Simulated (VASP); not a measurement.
# TePb (Fm-3m) in VASP: further runs, part 2 of 2

VASP 6.6.1. The steps go on from the part before.

**3. Single point, PBEsol**

This run uses another cell than the first one, of 33.43 Å³/atom, 0.991 times its volume.

INCAR reads:

```
SYSTEM = TePb
PREC = Accurate ; ENCUT = 500
EDIFF = 1E-6 ; ISMEAR = 0
SIGMA = 0.02 ; LREAL = .FALSE.
LASPH = .TRUE. ; NELM = 120
ALGO = Normal ; ISIF = 2
LWAVE = .FALSE. ; LCHARG = .TRUE.
GGA = PS ; LELF = .TRUE.
LVHAR = .TRUE. ; NBANDS = 17
GGA_COMPAT = .FALSE.
```

KPOINTS reads:

```
Automatic mesh
0
G
  8 8 8
  0 0 0
```

POSCAR reads:

```
TePb
1.0
    0.0000000000      3.2215664015      3.2215664015
    3.2215664015      0.0000000000      3.2215664015
    3.2215664015      3.2215664015      0.0000000000
Te Pb
1 1
Direct
    0.5000000000      0.5000000000      0.5000000000
    0.0000000000      0.0000000000      0.0000000000
```

Potentials or basis: VASP PAW PBE potentials, release 64 (Te, Pb_d).

Launch:

```sh
$ cat potpaw_PBE.64/Te/POTCAR potpaw_PBE.64/Pb_d/POTCAR > POTCAR
$ mpirun -np 1 vasp_std > vasp.out
```

OUTCAR:

```text
SYSTEM = TePb
   PREC = Accurate
   ENCUT = 500
   EDIFF = 1E-6
   ISMEAR = 0
   LREAL = .FALSE.
   LASPH = .TRUE.
   NELM = 120
   ISIF = 2
   GGA = PS

 ion  position               nearest neighbor table
   1  0.500  0.500  0.500-   2 3.22   2 3.22   2 3.22   2 3.22   2 3.22   2 3.22
   2  0.000  0.000  0.000-   1 3.22   1 3.22   1 3.22   1 3.22   1 3.22   1 3.22

  LATTYP: Found a face centered cubic cell.
 ALAT       =     6.4431328030

  Lattice vectors:

 A1 = (   0.0000000000,   3.2215664015,   3.2215664015)
 A2 = (   3.2215664015,   0.0000000000,   3.2215664015)
 A3 = (   3.2215664015,   3.2215664015,   0.0000000000)

Analysis of symmetry for initial positions (statically):
=====================================================================
 Subroutine PRICEL returns:
 Original cell was already a primitive cell.

 Routine SETGRP: Setting up the symmetry group for a
 face centered cubic supercell.

 Subroutine GETGRP returns: Found 48 space group operations
 (whereof 48 operations were pure point group operations)
 out of a pool of 48 trial point group operations.

The static configuration has the point symmetry O_h .

Analysis of symmetry for dynamics (positions and initial velocities):
=====================================================================
 Subroutine PRICEL returns:
 Original cell was already a primitive cell.

 Routine SETGRP: Setting up the symmetry group for a
 face centered cubic supercell.

 Subroutine GETGRP returns: Found 48 space group operations
 (whereof 48 operations were pure point group operations)
 out of a pool of 48 trial point group operations.

The dynamic configuration has the point symmetry O_h .

 Subroutine INISYM returns: Found 48 space group operations
 (whereof 48 operations are pure point group operations),
 and found     1 'primitive' translations

----------------------------------------------------------------------------------------

                                     Primitive cell

  volume of cell :      66.8700

  direct lattice vectors                    reciprocal lattice vectors
     0.000000000  3.221566402  3.221566402    -0.155204003  0.155204003  0.155204003
     3.221566402  0.000000000  3.221566402     0.155204003 -0.155204003  0.155204003
     3.221566402  3.221566402  0.000000000     0.155204003  0.155204003 -0.155204003

  length of vectors
     4.555982897  4.555982897  4.555982897     0.268821218  0.268821218  0.268821218

  position of ions in fractional coordinates (direct lattice)
     0.500000000  0.500000000  0.500000000
     0.000000000  0.000000000  0.000000000

  ion indices of the primitive-cell ions
   primitive index   ion index
                 1           1
                 2           2

----------------------------------------------------------------------------------------

 KPOINTS: Automatic mesh

Automatic generation of k-mesh.
 Grid dimensions read from file:
 generate k-points for:    8    8    8

 Generating k-lattice:

  Cartesian coordinates                     Fractional coordinates (reciprocal lattice)
    -0.019400500  0.019400500  0.019400500     0.125000000  0.000000000  0.000000000
     0.019400500 -0.019400500  0.019400500     0.000000000  0.125000000  0.000000000
     0.019400500  0.019400500 -0.019400500     0.000000000  0.000000000  0.125000000

  Length of vectors
     0.033602652  0.033602652  0.033602652

  Shift w.r.t. Gamma in fractional coordinates (k-lattice)
     0.000000000  0.000000000  0.000000000

 Subroutine IBZKPT returns following result:
 ===========================================

 Found     29 irreducible k-points:

 Following reciprocal coordinates:
            Coordinates               Weight
  0.000000  0.000000  0.000000      1.000000
  0.125000  0.000000  0.000000      8.000000
  0.250000  0.000000  0.000000      8.000000
  0.375000  0.000000  0.000000      8.000000
  0.500000  0.000000  0.000000      4.000000
  0.125000  0.125000  0.000000      6.000000
[... 16 lines left out ...]
  0.500000  0.250000  0.125000     48.000000
 -0.375000  0.250000  0.125000     24.000000
 [... further k-points ...]
   k-points           NKPTS =     29   k-points in BZ     NKDIM =     29   number of bands    NBANDS=     17
   number of dos      NEDOS =    301   number of ions     NIONS =      2
   total plane-waves  NPLWV =  46656
   dimension x,y,z NGX =    36 NGY =   36 NGZ =   36
   dimension x,y,z NGXF=    72 NGYF=   72 NGZF=   72
   ions per type =               1   1
   NGX,Y,Z   is equivalent  to a cutoff of  13.14, 13.14, 13.14 a.u.
   NGXF,Y,Z  is equivalent  to a cutoff of  26.27, 26.27, 26.27 a.u.
 SYSTEM =  TePb
   PREC   = accura    normal or accurate (medium, high low for compatibility)
   ISTART =      0    job   : 0-new  1-cont  2-samecut
   ICHARG =      2    charge: 1-file 2-atom 10-const
   ISPIN  =      1    spin polarized calculation?
   LNONCOLLINEAR =      F non collinear calculations
   LSORBIT =      F    spin-orbit coupling
   LASPH  =      T    aspherical Exc in radial PAW
   ENCUT  =  500.0 eV  36.75 Ry    6.06 a.u.   8.31  8.31  8.31*2*pi/ulx,y,z
   NELM   =    120;   NELMIN=  2; NELMDL= -5     # of ELM steps
   EDIFF  = 0.1E-05   stopping-criterion for ELM
   LREAL  =      F    real-space projection
   EDIFFG = 0.1E-04   stopping-criterion for IOM
   NSW    =      0    number of steps for IOM
   IBRION =     -1    ionic relax: 0-MD 1-quasi-New 2-CG
   NFREE  =      0    steps in history (QN), initial steepest desc. (CG)
   ISIF   =      2    stress and relaxation
   ISYM   =      2    0-nonsym 1-usesym 2-fastsym
   POTIM  = 0.5000    time-step for ionic-motion
   TEBEG  =    0.0;   TEEND  =   0.0 temperature during run
   PSTRESS=    0.0 pullay stress
   NELECT =      20.0000    total number of electrons
   NUPDOWN=      -1.0000    fix difference up-down
   EMIN   =  10.00;   EMAX   =-10.00  energy-range for DOS
   EFERMI =   0.00;   METHOD = LEGACY
   ISMEAR =     0;   SIGMA  =   0.02  broadening in eV -4-tet -1-fermi 0-gaus
   EFERMI_NEDOS =   21; number of points for ismear=-14 and -15
   IALGO  =     38    algorithm
   IMIX   =      4    mixing-type and parameters
     AMIX     =   0.40;   BMIX     =  1.00
     AMIX_MAG =   1.60;   BMIX_MAG =  1.00
  volume/ion in A,a.u.               =      33.43       225.63
  Fermi-wavevector in a.u.,A,eV,Ry     =   1.094816  2.068902 16.308239  1.198622
  Thomas-Fermi vector in A             =   2.231128
   LORBIT       =      0    0 simple, 1 ext, 2 COOP (PROOUT), +10 PAW based schemes
   GGA     = PS    functional components
   LHFCALC =     F    Hartree Fock is set to
   AEXX    =    0.0000 exact exchange contribution
   IVDW    =     0    specifies the selected vdW correction
   LEPSILON=     F    determine dielectric tensor
   LRPA    =     F    only Hartree local field effects (RPA)
 non-spin polarized calculation
 Gauss-broadening in eV      SIGMA  =   0.02
  energy-cutoff  :      500.00
  volume of cell :       66.87
 maximum number of plane-waves:      1719
 NGX is ok and might be reduce to    36
   NGX = 17   NGY = 17   NGZ = 17

 number of electron      20.0000002 magnetization

 Free energy of the ion-electron system (eV)
  ---------------------------------------------------
  ext. energy  EPLUGINS =         0.00000000
  ---------------------------------------------------
  free energy    TOTEN  =        -8.25901050 eV

  energy without entropy =       -8.25901050  energy(sigma->0) =       -8.25901050

 E-fermi :   5.7061     XC(G=0):  -9.5096

 val. band max:        5.5746779660   @ k =   0.5000   0.0000   0.0000
 cond. band min:       6.2245110316   @ k =   0.5000   0.0000   0.0000
 fundamental gap:      0.6498330656
 Fermi energy:         5.7060912899

 k-point     1 :       0.0000    0.0000    0.0000
  band No.  band energies     occupation
      1     -11.0694      2.00000
      2     -11.0694      2.00000
      3     -11.0578      2.00000
      4     -11.0578      2.00000
      5     -11.0578      2.00000
      6      -6.5334      2.00000
[... 9 lines left out ...]
     16      11.3116      0.00000
     17      12.7769      0.00000

 k-point     2 :       0.1250    0.0000    0.0000
  band No.  band energies     occupation
      1     -11.0714      2.00000
      2     -11.0714      2.00000
      3     -11.0574      2.00000
      4     -11.0556      2.00000
      5     -11.0556      2.00000
      6      -6.3974      2.00000
[... 9 lines left out ...]
     16      11.6090      0.00000
     17      13.8778      0.00000
[... 421 lines left out ...]
 k-point    24 :      -0.3750    0.2500    0.1250
  band No.  band energies     occupation
      1     -11.1006      2.00000
      2     -11.0777      2.00000
      3     -11.0515      2.00000
      4     -11.0454      2.00000
      5     -11.0367      2.00000
      6      -4.8705      2.00000
[... 9 lines left out ...]
     16      15.3653      0.00000
     17      15.6302      0.00000

 [... further k-points ...]
[... 5 lines left out ...]
  --------------------------------------------------------------------------------------
  -------------------------------------------------------------------------------------
  Total       -0.0128603     -0.0128603     -0.0128603      0.0000000      0.0000000      0.0000000
  in kB       -0.3081284     -0.3081284     -0.3081284      0.0000000      0.0000000      0.0000000
  external PRESSURE =      -0.3081284 kB  Pullay stress =       0.0000000 kB

 VOLUME and BASIS-vectors are now :
 -----------------------------------------------------------------------------
  energy-cutoff  :      500.00
  volume of cell :       66.87
      direct lattice vectors                 reciprocal lattice vectors
     0.000000000  3.221566402  3.221566402    -0.155204003  0.155204003  0.155204003
     3.221566402  0.000000000  3.221566402     0.155204003 -0.155204003  0.155204003
     3.221566402  3.221566402  0.000000000     0.155204003  0.155204003 -0.155204003

 POSITION                                       TOTAL-FORCE (eV/Angst)
 -----------------------------------------------------------------------------------
      3.22157      3.22157      3.22157         0.000000     -0.000000      0.000000
      0.00000      0.00000      0.00000        -0.000000      0.000000     -0.000000
 -----------------------------------------------------------------------------------
    total drift:                               -0.000000      0.000000      0.000000

  FREE ENERGIE OF THE ION-ELECTRON SYSTEM (eV)
  ---------------------------------------------------
  free  energy   TOTEN  =        -8.2590105002 eV

  energy  without entropy=       -8.2590105002  energy(sigma->0) =       -8.25901050
```

stdout:

```text
POSCAR found type information on POSCAR TePb
 POSCAR found :  2 types and       2 ions
 scaLAPACK will be used
 -----------------------------------------------------------------------------
|                                                                             |
|                                                                             |
|     You enforced a specific xc type in the INCAR file but a different       |
|     I HOPE YOU KNOW WHAT YOU ARE DOING!                                     |
|                                                                             |
 -----------------------------------------------------------------------------

 LDA part: xc-table for (Slater+PW92), standard interpolation
 POSCAR, INCAR and KPOINTS ok, starting setup
 FFT: planning ... GRIDC
 FFT: planning ... GRID_SOFT
 FFT: planning ... GRID
 WAVECAR not read
 entering main loop
```

Run time: 27 s. Hardware: 1 thread of AMD EPYC 9R14 (Zen 4), shared host; peak memory 0.18 GiB.

What came out:

| Quantity | Value |
| --- | --- |
| Free energy | -8.2590 eV |
| Pressure | 0.0 GPa |
| Band gap on the k mesh | 0.65 eV, direct |

Levels at points of the mesh, in eV from the valence-band top:
```tsv
k point	band 7	band 8	band 9	band 10	band 11	band 12	band 13	band 14
(0.00, 0.00, 0.00)	-5.59	-1.37	-1.37	-1.37	4.07	4.07	4.07	5.74
(0.50, 0.00, 0.00)	-8.65	-0.90	-0.90	0.00	0.65	1.22	1.22	8.30
(0.50, 0.50, 0.00)	-7.32	-4.59	-2.86	-2.86	3.17	5.49	5.49	6.73
```

Caveat: the PAW data sets were made with another functional, which shifts forces and pressure a little; spin-orbit coupling is left out, which moves the levels of the heavy elements.

**4. How close it comes**

Step 3. A measured gap of TePb is 0.19 eV (direct; 4.2 K; a printed reference work, monograph); the calculated 0.65 eV misses it by +0.46 eV. Spin-orbit coupling on Pb, Te is left out. The value is that of PBEsol on a finite k mesh, which can miss the band edges, without temperature or zero-point motion.
